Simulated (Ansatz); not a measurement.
Cd:

```
Cd
1.0
    -1.78432    1.78432    1.78432
     1.78432   -1.78432    1.78432
     1.78432    1.78432   -1.78432
Cd
1
Direct
  0.00000 0.00000 0.00000
```

This isn't the form of Cd at room conditions, which is hcp.

```yaml
Program: Ansatz 0.2.0
Task: relaxation of cell and atoms
Functional: r2SCAN
Potentials_or_basis: Ansatz PAW
Cutoff: "500 eV (not typed: the program's choice for these potentials)"
k_mesh: 10 × 10 × 10
Occupations: fermi-dirac, width 0.05 eV
Spin: no spin polarisation
```

At the start: volume 22.72 Å³/atom.

Problem. How do energy, volume and symmetry change on relaxing?

Solution. It ends after 4 steps and the volume is 21.98 Å³/atom (-3.3 %); space group Im-3m (No. 229, to 0.05 Å).

Step by step:
| step | energy change (eV) | largest force (eV/Å) | volume (Å³) |
| --- | --- | --- | --- |
| 1 | 0.0000 | 0.0000 | 22.72 |
| 2 | -0.0038 | 0.0000 | 22.07 |
| 3 | -0.0039 | 0.0000 | 21.98 |
| 4 | -0.0035 | 0.0000 | 21.98 |

Final structure:
```xyz
1
Lattice="-1.7646 1.7646 1.7646 1.7646 -1.7646 1.7646 1.7646 1.7646 -1.7646" Properties=species:S:1:pos:R:3 pbc="T T T"
Cd    0.0000    0.0000    0.0000
```

Caveat: the plane-wave basis is chosen anew once the cell has moved, so the energies of steps on either side of that aren't comparable; the PAW data sets come from PBE, with cores solved anew for the run's functional, which leaves a small shift of forces and pressure.
